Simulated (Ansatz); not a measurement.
ZnCu2SnS4:

```
Sn Zn Cu S
1.0
    -2.71710    2.71710    5.42480
     2.71710   -2.71710    5.42480
     2.71710    2.71710   -5.42480
Sn Zn Cu S
1 1 2 4
Direct
  0.50000 0.50000 0.00000
  0.25000 0.75000 0.50000
  0.75000 0.25000 0.50000
  0.00000 0.00000 0.00000
  0.62799 0.62839 0.51280
  0.88481 0.37201 0.00040
  0.11559 0.11519 0.48720
  0.37161 0.88441 0.99960
```

Base run:

```yaml
Program: Ansatz 0.2.0
Functional: PBEsol
Potentials_or_basis: Ansatz PAW
Cutoff: "420 eV (not typed: the program's choice for these potentials)"
k_mesh: 7 × 7 × 7
Occupations: fermi-dirac, width 0.05 eV
Spin: no spin polarisation
```

Its results: band gap on the k mesh 0.23 eV, direct; pressure -1.7 GPa; largest force 0.661 eV/Å.

Q: The run is repeated on the same cell with these changes: functional from PBEsol to r2SCAN; cutoff from 420 eV (not typed: the program's choice for these potentials) to 500 eV (not typed: the program's choice for these potentials). What comes out?

A: Band gap on the k mesh 0.60 eV, direct; pressure -0.2 GPa; largest force 0.452 eV/Å.

r2SCAN gives the wider gap, since meta-GGAs in the generalised Kohn-Sham scheme recover part of the derivative discontinuity.

Caveats: spin-orbit coupling is left out, which moves the levels of the heavy elements; the PAW data sets come from PBE, with cores solved anew for the run's functional, which leaves a small shift of forces and pressure.
